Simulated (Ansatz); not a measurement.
**Sr: how the settings move a single-point run**

How sensitive is a single-point run of Sr to its settings? A reference run comes first, then one run with altered input.

Program: Ansatz 0.2.0. Level of theory: reference: DFT, PBE, all-electron LAPW, scalar-relativistic. These are calculated values, not measurements.

## (1) The system as given

Symmetry: Fm-3m, No. 225, cubic system. The conventional cell has a = 6.085 Å, b = 6.085 Å, c = 6.085 Å, α = 90.00°, β = 90.00°, γ = 90.00°. Around Sr (site symmetry m-3m) lie 12 Sr at 4.30 Å.

Coordinates:

```
CELL_PARAMETERS angstrom
0.00000 3.04235 3.04235
3.04235 0.00000 3.04235
3.04235 3.04235 0.00000
ATOMIC_POSITIONS crystal
Sr 0.00000 0.00000 0.00000
```

## (2) Reference

input.yaml reads:

```yaml
crystal:
  lattice:
    - [0.0, 3.04235, 3.04235]
    - [3.04235, 0.0, 3.04235]
    - [3.04235, 3.04235, 0.0]
  atoms:
    - { symbol: Sr, position: [0.0, 0.0, 0.0] }
kpoints:
  mp_grid: { grid: [10, 10, 10] }
  band_path:
    path:
      - [0.0, 0.0, 0.0]
      - [0.5, 0.0, 0.5]
      - [0.625, 0.25, 0.625]
      - [0.375, 0.375, 0.75]
      - [0.0, 0.0, 0.0]
      - [0.5, 0.5, 0.5]
      - [0.5, 0.25, 0.75]
      - [0.5, 0.0, 0.5]
    npoints: 14
scf:
  occupations: { method: fermi_dirac, width: 0.08 }
hamiltonian:
  xc: pbe
  pseudopotentials: { kind: all_electron, lapw: { basis_error: 0.0005 } }
output:
  forces: true
  stress: true
  eigenvalues: true
  fatbands: true
  populations: true
  dos: { projected: true, de: 0.2, e_range: [-14, 8] }
```

On the command line:

```sh
> ansatz run input.yaml --threads 1 --pin off --max-ram 2048MiB --backend cpu --events-out ev --progress --plain --runs-dir out
```

## (3) Variant: occupations.method tetrahedron, width left out

Changes to input.yaml since step 2:

```diff
@@ -21,3 +21,3 @@
 scf:
-  occupations: { method: fermi_dirac, width: 0.08 }
+  occupations: { method: tetrahedron }
 hamiltonian:
@@ -29,4 +29,2 @@
   eigenvalues: true
-  fatbands: true
   populations: true
-  dos: { projected: true, de: 0.2, e_range: [-14, 8] }
```

Before running it: what results should come out? Wanted: for each run, ending; energy change; pressure; gap; force.

**Answer**, as computed:

| run | ending | energy change | pressure (GPa) | gap (eV) | force (eV/Å) | cycles | time |
| --- | --- | --- | --- | --- | --- | --- | --- |
| reference | converged | 0 | -0.3 | 0.00 | 0.00 | 8 | 3.3 s |
| 1: occupations.method tetrahedron, width left out | converged | +3.9 meV/atom (σ→0) | -0.4 | 0.00 | 0.00 | 8 | 2.6 s |

Times don't compare one to one where runs were asked for different outputs or read a saved state (see the inputs); cycles may leave out searches for a lower state.

Residual by cycle in the longest SCF loop of each run; runs are numbered as in the table. The quantity is the density residual dr2, in eV.

| cycle | reference | run 1 |
| --- | --- | --- |
| 1 | 0.0125 | 0.0138 |
| 2 | 0.00816 | 0.00923 |
| 3 | 0.00118 | 0.0012 |
| 4 | 3.9e-5 | 4.5e-5 |
| 5 | 1.1e-5 | 1.2e-5 |
| 6 | 2.6e-6 | 2.9e-6 |
| 7 | 1.3e-7 | 2.0e-7 |
| 8 | 2.3e-8 | 2.4e-8 |

**Reading.** Changing the smearing moves the energy by +3.9 meV/atom (σ→0 values).
